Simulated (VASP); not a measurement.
# Mn (P6/mmm) in VASP: further runs

One crystal, Mn, is run at these levels: PBE; tasks: single point, relaxation of cell and atoms.

All numbers are computed with VASP 6.6.1; they aren't measurements. Logs are shortened: lines on timing, memory, paths and dates and some standing lists are left out, and cuts for length are marked.

## Step 1: Starting point

It takes space group P6/mmm (No. 191, hexagonal). The conventional cell has a = 2.482 Å, b = 2.482 Å, c = 2.134 Å, α = 90.00°, β = 90.00°, γ = 120.00°. Around Mn (site symmetry 6/mmm) lie 2 Mn at 2.13 Å.

The cell was built by a generator and needn't be a form met in nature.

## Step 2: Single point, PBE

Input file INCAR:

```
SYSTEM = Mn
  PREC = Accurate
  ENCUT = 520
  EDIFF = 1E-7
  ISMEAR = 0
  SIGMA = 0.1
  LREAL = .FALSE.
  LASPH = .TRUE.
  NELM = 100
  ALGO = Fast
  ISIF = 2
  LWAVE = .FALSE.
  LCHARG = .FALSE.
  GGA = PE
  NBANDS = 12
```

Input file KPOINTS:

```
Automatic mesh
0
G
  27 27 26
  0 0 0
```

Input file POSCAR:

```
Mn
1.0
    2.4820827279      0.0000000000      0.0000000000
   -1.2410413639      2.1495466967      0.0000000000
    0.0000000000      0.0000000000      2.1336699498
Mn
1
Direct
    0.0000000000      0.0000000000      0.0000000000
```

Potentials or basis: VASP PAW PBE potentials, release 64 (Mn_pv).

Run with:

```bash
$ cat potpaw_PBE.64/Mn_pv/POTCAR > POTCAR
$ mpirun -np 1 vasp_std > vasp.out
```

OUTCAR:

```text
SYSTEM = Mn
   PREC = Accurate
   ENCUT = 520
   EDIFF = 1E-7
   ISMEAR = 0
   LREAL = .FALSE.
   LASPH = .TRUE.
   NELM = 100
   ISIF = 2
   GGA = PE

 ion  position               nearest neighbor table
   1  0.000  0.000  0.000-

  LATTYP: Found a hexagonal cell.
 ALAT       =     2.4820827279
 C/A-ratio  =     0.8596288616

  Lattice vectors:

 A1 = (   2.4820827279,   0.0000000000,   0.0000000000)
 A2 = (  -1.2410413639,   2.1495466967,   0.0000000000)
 A3 = (   0.0000000000,   0.0000000000,   2.1336699498)

Analysis of symmetry for initial positions (statically):
=====================================================================
 Subroutine PRICEL returns:
 Original cell was already a primitive cell.

 Routine SETGRP: Setting up the symmetry group for a
 hexagonal supercell.

 Subroutine GETGRP returns: Found 24 space group operations
 (whereof 24 operations were pure point group operations)
 out of a pool of 24 trial point group operations.

The static configuration has the point symmetry D_6h.

Analysis of symmetry for dynamics (positions and initial velocities):
=====================================================================
 Subroutine PRICEL returns:
 Original cell was already a primitive cell.

 Routine SETGRP: Setting up the symmetry group for a
 hexagonal supercell.

 Subroutine GETGRP returns: Found 24 space group operations
 (whereof 24 operations were pure point group operations)
 out of a pool of 24 trial point group operations.

The dynamic configuration has the point symmetry D_6h.

 Subroutine INISYM returns: Found 24 space group operations
 (whereof 24 operations are pure point group operations),
 and found     1 'primitive' translations

----------------------------------------------------------------------------------------

                                     Primitive cell

  volume of cell :      11.3839

  direct lattice vectors                    reciprocal lattice vectors
     2.482082728  0.000000000  0.000000000     0.402887458  0.232607182  0.000000000
    -1.241041364  2.149546697  0.000000000     0.000000000  0.465214364  0.000000000
     0.000000000  0.000000000  2.133669950     0.000000000  0.000000000  0.468676048

  length of vectors
     2.482082728  2.482082728  2.133669950     0.465214364  0.465214364  0.468676048

  position of ions in fractional coordinates (direct lattice)
     0.000000000  0.000000000  0.000000000

  ion indices of the primitive-cell ions
   primitive index   ion index
                 1           1

----------------------------------------------------------------------------------------

 KPOINTS: Automatic mesh

Automatic generation of k-mesh.
 Grid dimensions read from file:
 generate k-points for:   27   27   26

 Generating k-lattice:

  Cartesian coordinates                     Fractional coordinates (reciprocal lattice)
     0.014921758  0.008615081  0.000000000     0.037037037  0.000000000  0.000000000
     0.000000000  0.017230162  0.000000000     0.000000000  0.037037037  0.000000000
     0.000000000  0.000000000  0.018026002     0.000000000  0.000000000  0.038461538

  Length of vectors
     0.017230162  0.017230162  0.018026002

  Shift w.r.t. Gamma in fractional coordinates (k-lattice)
     0.000000000  0.000000000  0.000000000

 Subroutine IBZKPT returns following result:
 ===========================================

 Found   1050 irreducible k-points:

 Following reciprocal coordinates:
            Coordinates               Weight
  0.000000  0.000000  0.000000      1.000000
  0.037037  0.000000  0.000000      6.000000
  0.074074  0.000000  0.000000      6.000000
  0.111111 -0.000000  0.000000      6.000000
  0.148148  0.000000  0.000000      6.000000
  0.185185  0.000000  0.000000      6.000000
[... 16 lines left out ...]
  0.333333  0.037037  0.000000     12.000000
  0.370370  0.037037  0.000000     12.000000
 [... further k-points ...]
   k-points           NKPTS =   1050   k-points in BZ     NKDIM =   1050   number of bands    NBANDS=     12
   number of dos      NEDOS =    301   number of ions     NIONS =      1
   total plane-waves  NPLWV =   5184
   dimension x,y,z NGX =    18 NGY =   18 NGZ =   16
   dimension x,y,z NGXF=    36 NGYF=   36 NGZF=   32
   ions per type =               1
   NGX,Y,Z   is equivalent  to a cutoff of  12.06, 12.06, 12.47 a.u.
   NGXF,Y,Z  is equivalent  to a cutoff of  24.11, 24.11, 24.93 a.u.
 SYSTEM =  Mn
   PREC   = accura    normal or accurate (medium, high low for compatibility)
   ISTART =      0    job   : 0-new  1-cont  2-samecut
   ICHARG =      2    charge: 1-file 2-atom 10-const
   ISPIN  =      1    spin polarized calculation?
   LNONCOLLINEAR =      F non collinear calculations
   LSORBIT =      F    spin-orbit coupling
   LASPH  =      T    aspherical Exc in radial PAW
   ENCUT  =  520.0 eV  38.22 Ry    6.18 a.u.   4.62  4.62  3.97*2*pi/ulx,y,z
   NELM   =    100;   NELMIN=  2; NELMDL= -5     # of ELM steps
   EDIFF  = 0.1E-06   stopping-criterion for ELM
   LREAL  =      F    real-space projection
   EDIFFG = 0.1E-05   stopping-criterion for IOM
   NSW    =      0    number of steps for IOM
   IBRION =     -1    ionic relax: 0-MD 1-quasi-New 2-CG
   NFREE  =      0    steps in history (QN), initial steepest desc. (CG)
   ISIF   =      2    stress and relaxation
   ISYM   =      2    0-nonsym 1-usesym 2-fastsym
   POTIM  = 0.5000    time-step for ionic-motion
   TEBEG  =    0.0;   TEEND  =   0.0 temperature during run
   PSTRESS=    0.0 pullay stress
   NELECT =      13.0000    total number of electrons
   NUPDOWN=      -1.0000    fix difference up-down
   EMIN   =  10.00;   EMAX   =-10.00  energy-range for DOS
   EFERMI =   0.00;   METHOD = LEGACY
   ISMEAR =     0;   SIGMA  =   0.10  broadening in eV -4-tet -1-fermi 0-gaus
   EFERMI_NEDOS =   21; number of points for ismear=-14 and -15
   IALGO  =     68    algorithm
   IMIX   =      4    mixing-type and parameters
     AMIX     =   0.40;   BMIX     =  1.00
     AMIX_MAG =   1.60;   BMIX_MAG =  1.00
  volume/ion in A,a.u.               =      11.38        76.82
  Fermi-wavevector in a.u.,A,eV,Ry     =   1.711167  3.233637 39.839134  2.928094
  Thomas-Fermi vector in A             =   2.789332
   LORBIT       =      0    0 simple, 1 ext, 2 COOP (PROOUT), +10 PAW based schemes
   GGA     = PE    functional components
   LHFCALC =     F    Hartree Fock is set to
   AEXX    =    0.0000 exact exchange contribution
   IVDW    =     0    specifies the selected vdW correction
   LEPSILON=     F    determine dielectric tensor
   LRPA    =     F    only Hartree local field effects (RPA)
 non-spin polarized calculation
 RMM-DIIS sequential band-by-band and
 Gauss-broadening in eV      SIGMA  =   0.10
  energy-cutoff  :      520.00
  volume of cell :       11.38
 maximum number of plane-waves:       326
   NGX =  9   NGY =  9   NGZ =  7

 number of electron      13.0000012 magnetization

 Free energy of the ion-electron system (eV)
  ---------------------------------------------------
  ext. energy  EPLUGINS =         0.00000000
  ---------------------------------------------------
  free energy    TOTEN  =        -8.37853045 eV

  energy without entropy =       -8.37041062  energy(sigma->0) =       -8.37447054

 E-fermi :  10.0354     XC(G=0): -13.5862

 val. band max:       10.0345635260   @ k =   0.3333   0.2963   0.1923
 cond. band min:      10.0354022656   @ k =   0.3704   0.2593   0.3846
 fundamental gap:      0.0008387396
 Fermi energy:        10.0353704517

 k-point     1 :       0.0000    0.0000    0.0000
  band No.  band energies     occupation
      1     -37.7827      2.00000
      2     -37.7827      2.00000
      3     -37.5129      2.00000
      4       1.7926      2.00000
      5       6.0280      2.00000
      6       8.7815      2.00000
      7       8.7815      2.00000
      8      11.9239      0.00000
      9      11.9239      0.00000
     10      29.6045      0.00000
     11      34.0946      0.00000
     12      35.4731      0.00000

 k-point     2 :       0.0370    0.0000    0.0000
  band No.  band energies     occupation
      1     -37.7910      2.00000
      2     -37.7846      2.00000
      3     -37.5122      2.00000
      4       1.8440      2.00000
      5       6.0403      2.00000
      6       8.7490      2.00000
      7       8.8131      2.00000
      8      11.9059      0.00000
      9      11.9205      0.00000
     10      29.5415      0.00000
     11      34.1683      0.00000
     12      34.8723      0.00000

 k-point     3 :       0.0741    0.0000    0.0000
  band No.  band energies     occupation
      1     -37.8153      2.00000
      2     -37.7902      2.00000
      3     -37.5101      2.00000
      4       1.9968      2.00000
      5       6.0764      2.00000
      6       8.6554      2.00000
      7       8.9069      2.00000
      8      11.8535      0.00000
      9      11.9104      0.00000
     10      29.2959      0.00000
     11      33.8205      0.00000
     12      34.0735      0.00000
[... 286 lines left out ...]
 k-point    23 :       0.3333    0.0370    0.0000
  band No.  band energies     occupation
      1     -38.2608      2.00000
      2     -37.8982      2.00000
      3     -37.4695      2.00000
      4       5.0891      2.00000
      5       6.5060      2.00000
      6       8.2084      2.00000
      7      10.9530      0.00000
      8      11.0153      0.00000
      9      11.7157      0.00000
     10      20.3443      0.00000
     11      26.8263      0.00000
     12      33.4356      0.00000

 k-point    24 :       0.3704    0.0370    0.0000
  band No.  band energies     occupation
      1     -38.3095      2.00000
      2     -37.9101      2.00000
      3     -37.4650      2.00000
      4       5.3319      2.00000
      5       6.5097      2.00000
      6       8.5807      2.00000
      7      10.8605      0.00000
      8      11.3104      0.00000
      9      11.6942      0.00000
     10      19.1963      0.00000
     11      26.2992      0.00000
     12      33.5137      0.00000

 [... further k-points ...]

------------------------ aborting loop because EDIFF is reached ----------------------------------------

  FORCE on cell =-STRESS in cart. coord.  units (eV):
  Direction    XX          YY          ZZ          XY          YZ          ZX
  --------------------------------------------------------------------------------------
  -------------------------------------------------------------------------------------
  Total        0.0002832      0.0002832      0.0790561      0.0000000      0.0000000      0.0000000
  in kB        0.0398578      0.0398578     11.1264296      0.0000000      0.0000000      0.0000000
  external PRESSURE =       3.7353818 kB  Pullay stress =       0.0000000 kB

 VOLUME and BASIS-vectors are now :
 -----------------------------------------------------------------------------
  energy-cutoff  :      520.00
  volume of cell :       11.38
      direct lattice vectors                 reciprocal lattice vectors
     2.482082728  0.000000000  0.000000000     0.402887458  0.232607182  0.000000000
    -1.241041364  2.149546697  0.000000000     0.000000000  0.465214364  0.000000000
     0.000000000  0.000000000  2.133669950     0.000000000  0.000000000  0.468676048

 POSITION                                       TOTAL-FORCE (eV/Angst)
 -----------------------------------------------------------------------------------
      0.00000      0.00000      0.00000         0.000000      0.000000      0.000000
 -----------------------------------------------------------------------------------
    total drift:                                0.000000      0.000000      0.000000

  FREE ENERGIE OF THE ION-ELECTRON SYSTEM (eV)
  ---------------------------------------------------
  free  energy   TOTEN  =        -8.3785304516 eV

  energy  without entropy=       -8.3704106207  energy(sigma->0) =       -8.37447054
```

Wall time 46 s (1 thread of Intel Xeon 6975P-C (Granite Rapids), shared host); peak memory 0.24 GiB.

Results:

* Free energy: -8.3785 eV
* Pressure: 0.4 GPa
* Band gap on the k mesh: none (metal or under the smearing width)

Stress tensor (GPa, compression positive):
```
0.00 0.00 0.00
0.00 0.00 0.00
0.00 0.00 1.11
```

Caveat: the run has no spin polarisation, though such a crystal can be magnetic.

## Step 3: Relaxation of cell and atoms, PBE

Input file INCAR:

```
SYSTEM = Mn
PREC     = Accurate       ! precision mode
ENCUT    = 600            ! plane-wave cutoff, eV
EDIFF    = 1E-6           ! SCF threshold, eV
ISMEAR   = 0              ! smearing method
SIGMA    = 0.1            ! smearing width, eV
LREAL    = .FALSE.        ! projectors in reciprocal space
LASPH    = .TRUE.         ! aspherical terms in the spheres
NELM     = 100            ! most SCF steps
ALGO     = Fast           ! electronic algorithm
ISIF     = 3              ! what is computed and relaxed
LWAVE    = .FALSE.        ! write WAVECAR
LCHARG   = .FALSE.        ! write CHGCAR
GGA      = PE             ! functional
IBRION   = 2              ! ionic algorithm
NSW      = 100            ! ionic steps
EDIFFG   = -0.01          ! ionic threshold
```

KPOINTS is that of step 2.

Input file POSCAR:

```
Mn
1.0
    2.4828716261      0.0000000000      0.0000000000
   -1.2414358130      2.1502299025      0.0000000000
    0.0000000000      0.0000000000      2.1344661209
Mn
1
Direct
    0.0000000000      0.0000000000      0.0000000000
```

Potentials or basis: VASP PAW PBE potentials, release 64 (Mn_pv).

Run with:

```bash
$ cat potpaw_PBE.64/Mn_pv/POTCAR > POTCAR
$ mpirun -np 1 vasp_std > vasp.out
```

Wall time 87 s (1 thread of Intel Xeon 6975P-C (Granite Rapids), shared host); peak memory 0.26 GiB.

It converged, with:

| Quantity | Value |
| --- | --- |
| Free energy | -8.3784 eV |
| Relaxed volume | 11.41 Å³/atom |
| Relaxed cell | a = 2.482 Å, b = 2.482 Å, c = 2.137 Å, α = 90.00°, β = 90.00°, γ = 120.00° |
| Space group after relaxing (to 0.05 Å) | P6/mmm (No. 191) |
| Energy gained by relaxing | 0.0 meV/atom |
| Ionic steps | 3 |
| Pressure after relaxing | 0.0 GPa |
| Band gap on the k mesh | none (metal or under the smearing width) |

Stress tensor (GPa, compression positive):
```
-0.11  0.00  0.00
 0.00 -0.11  0.00
 0.00  0.00  0.12
```

Final structure:
```
Mn
1.0
     2.48243    0.00000    0.00000
    -1.24121    2.14984    0.00000
     0.00000    0.00000    2.13713
Mn
1
Direct
  0.00000 0.00000 0.00000
```

Levels at points of the mesh, in eV from the Fermi level:
| k point | band 2 | band 3 | band 4 | band 5 | band 6 | band 7 | band 8 | band 9 | band 10 |
| --- | --- | --- | --- | --- | --- | --- | --- | --- | --- |
| (0.00, 0.00, 0.00) | -47.82 | -47.56 | -8.23 | -3.99 | -1.25 | -1.25 | 1.88 | 1.88 | 19.58 |
| (0.00, 0.00, 0.50) | -47.67 | -47.67 | -3.19 | -0.75 | -0.75 | -0.48 | -0.48 | -0.34 | 8.24 |

Caveat: the run has no spin polarisation, though such a crystal can be magnetic. Spin polarisation is off, so any magnetic state and its effect on volume and gap are missing.

## Step 4: Single point, PBE, collinear spin, typed start

This run uses another cell than the first one, of 13.24 Å³/atom, 1.163 times its volume.

Input file INCAR:

```
  PREC = Accurate
  ENCUT = 520
  EDIFF = 1E-6
  ISMEAR = 0
  SIGMA = 0.1
  LREAL = False
  LASPH = True
  NELM = 150
  ALGO = Normal
  ISIF = 2
  LWAVE = False
  LCHARG = False
  ISPIN = 2
  MAGMOM = 4
  LORBIT = 11
  LMAXMIX = 4
  GGA = PE
  NBANDS = 16
```

Input file KPOINTS:

```
regular mesh
0
Gamma
  9 9 8
```

Input file POSCAR:

```
Mn
1.0
    2.5384469893      0.0000000000      0.0000000000
   -1.2692234946      2.1983595788      0.0000000000
    0.0000000000      0.0000000000      2.3718614056
Mn
1
Direct
    0.0000000000      0.0000000000      0.0000000000
```

Run with:

```bash
$ cat potpaw_PBE.64/Mn_pv/POTCAR > POTCAR
$ mpirun -np 1 vasp_std > vasp.out
```

Wall time 9.3 s (1 thread of Intel Xeon 6975P-C (Granite Rapids), shared host); peak memory 0.14 GiB.

Results (log left out):

```yaml
Free_energy: -8.2529 eV
Pressure: -8.0 GPa
Band_gap_on_the_k_mesh: none (metal or under the smearing width)
Net_moment: 2.05 μB per cell
Site_moments: Mn +2.02 μB
Valence_electrons_inside_the_program's_atomic_spheres: Mn 11.75
```

Stress tensor (GPa, compression positive):
```
-11.41   0.00   0.00
  0.00 -11.41   0.00
  0.00   0.00  -1.07
```

Levels at points of the mesh, in eV from the Fermi level:
Spin up:
```
           k point  band 4  band 5  band 6  band 7  band 8  band 9  band 10  band 11
(0.00, 0.00, 0.00)   -7.64   -3.45   -1.58   -1.58    0.44    0.44    18.66    19.82
(0.00, 0.00, 0.50)   -3.69   -1.19   -1.19   -0.97   -0.95   -0.95     5.36    24.24
```
Spin down:
| k point | band 2 | band 3 | band 4 | band 5 | band 6 | band 7 | band 8 | band 9 |
| --- | --- | --- | --- | --- | --- | --- | --- | --- |
| (0.00, 0.00, 0.00) | -46.39 | -46.21 | -7.26 | -2.20 | 0.14 | 0.14 | 3.04 | 3.04 |
| (0.00, 0.00, 0.50) | -46.34 | -46.34 | -2.81 | -0.74 | 0.59 | 0.59 | 1.48 | 1.48 |

## Step 5: Single point, PBE

This run uses another cell than the first one: it holds 4 atoms, not 1.

Input file INCAR:

```
  PREC = Accurate
  ENCUT = 520
  EDIFF = 1E-6
  ISMEAR = 0
  SIGMA = 0.1
  LREAL = False
  LASPH = True
  NELM = 100
  ALGO = Normal
  ISIF = 2
  LWAVE = False
  LCHARG = False
  GGA = PE
  NBANDS = 34
```

Input file KPOINTS:

```
regular mesh
0
Gamma
  9 9 2
```

Input file POSCAR:

```
Mn
1.0
    3.6933950785      0.0000000000      0.0000000000
   -1.8466975392      3.1985739642      0.0000000000
    0.0000000000      0.0000000000      4.3965930318
Mn
4
Direct
    0.0000000000      0.0000000000      0.2500000000
    0.0000000000      0.0000000000      0.7500000000
    0.3333333333      0.6666666667      0.7500000000
    0.6666666667      0.3333333333      0.2500000000
```

Run with:

```bash
$ cat potpaw_PBE.64/Mn_pv/POTCAR > POTCAR
$ mpirun -np 1 vasp_std > vasp.out
```

Run time: 20 s. Hardware: 1 thread of Intel Xeon 6975P-C (Granite Rapids), shared host; peak memory 0.17 GiB.

Results (log left out):

```
Free energy            : -32.2678 eV
Pressure               : 0.8 GPa
Band gap on the k mesh : none (metal or under the smearing width)
```

Stress tensor (GPa, compression positive):
```
1.04 0.00 0.00
0.00 1.04 0.00
0.00 0.00 0.28
```

Levels at points of the mesh, in eV from the Fermi level:
```tsv
k point	band 23	band 24	band 25	band 26	band 27	band 28	band 29	band 30
(0.00, 0.00, 0.00)	-1.34	-0.87	-0.87	-0.61	-0.61	-0.10	-0.08	0.89
(0.00, 0.00, 0.50)	-1.33	-1.33	-0.51	-0.51	-0.51	-0.51	0.46	0.46
```

Caveat: the k mesh is coarse (spacing up to 0.71 Å⁻¹), so the values aren't converged; the run has no spin polarisation, though such a crystal can be magnetic. Spin polarisation is off, so any magnetic state and its effect on volume and gap are missing.

## Step 6: Summary

```csv
task,spin,cell,k mesh,cutoff (eV),mesh quality,gap on the mesh (eV),pressure (GPa)
single point,off,"P6/mmm, 11.38 Å³/atom",27 × 27 × 26,520,not flagged,none,0.4
relaxation of cell and atoms,off,relaxed,27 × 27 × 26,600,not flagged,none,0.0
single point,"collinear, typed start","P6/mmm, 13.24 Å³/atom",9 × 9 × 8,520,not flagged,none,-8.0
single point,off,"P6_3/mmc, 12.98 Å³/atom",9 × 9 × 2,520,coarse,none,0.8
```

Alike in all rows: level PBE; potentials or basis VASP PAW PBE potentials, release 64 (Mn_pv); smearing gaussian 0.1 eV.

Caveats: some runs use coarse meshes.

Absolute energies hang on the potentials; compare differences alone.
